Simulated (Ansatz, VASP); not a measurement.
**Ru in VASP and in Ansatz**

File INCAR:

```
SYSTEM = Ru
PREC     = Accurate       ! precision mode
ENCUT    = 520            ! plane-wave cutoff, eV
EDIFF    = 1E-6           ! SCF threshold, eV
ISMEAR   = -1             ! smearing method
SIGMA    = 0.05           ! smearing width, eV
LREAL    = .FALSE.        ! projectors in reciprocal space
LASPH    = .TRUE.         ! aspherical terms in the spheres
NELM     = 150            ! most SCF steps
ALGO     = Normal         ! electronic algorithm
ISIF     = 2              ! what is computed and relaxed
LWAVE    = .FALSE.        ! write WAVECAR
LCHARG   = .FALSE.        ! write CHGCAR
ISPIN    = 2              ! spin polarisation
MAGMOM   = 1              ! initial moments
LORBIT   = 11             ! projections on sites
LMAXMIX  = 4              ! l up to which the mixer works
GGA      = PE             ! functional
NBANDS   = 17             ! bands
```

The input KPOINTS:

```
regular mesh
0
G
  24 24 24
  0 0 0
```

POSCAR

```
Ru
1.0
   -1.5265669048      1.5265669048      1.5265669048
    1.5265669048     -1.5265669048      1.5265669048
    1.5265669048      1.5265669048     -1.5265669048
Ru
1
Direct
    0.0000000000      0.0000000000      0.0000000000
```

Input for Ansatz:

```yaml
crystal:
  lattice:
    - [-1.5265669048, 1.5265669048, 1.5265669048]
    - [1.5265669048, -1.5265669048, 1.5265669048]
    - [1.5265669048, 1.5265669048, -1.5265669048]
  atoms:
    - { symbol: Ru, position: [0.0, 0.0, 0.0], spin: 1.0 }
hamiltonian:
  xc: pbe
  pseudopotentials:
    kind: paw
    azcp:
      Ru: "pseudopotentials/Ru.paw.azcp"
basis:
  ecutwfc: 420
  fft_grid_basis: typed
kpoints:
  mp_grid: { grid: [24, 24, 24], shift: [0, 0, 0] }
magnetization:
  spin_polarized: true
scf:
  occupations: { method: fermi_dirac, width: 0.05 }
```

This isn't the form of Ru at room conditions, which is hcp.

Alike in both runs: task single point; functional PBE; k mesh 24 × 24 × 24; occupations fermi-dirac, width 0.05 eV; collinear spin.

|  | VASP | Ansatz |
| --- | --- | --- |
| version | VASP 6.6.1 | Ansatz 0.2.0 |
| potentials or method | VASP PAW PBE potentials, release 64 (Ru_pv) | plane waves (420 eV) with PAW, scalar-relativistic |
| plane-wave cutoff (eV) | 520 | 420 |
| valence electrons in the cell | 14 | 16 |

```tsv
	VASP	Ansatz	Ansatz less VASP
net moment per atom (μB)	0.00	0.00	-0.001
```

With one functional, cell and mesh, what is left measures potentials, basis and numerics. The two sets of potentials don't hold the same shells in valence. Ansatz warned: «seeded_moment_not_kept».
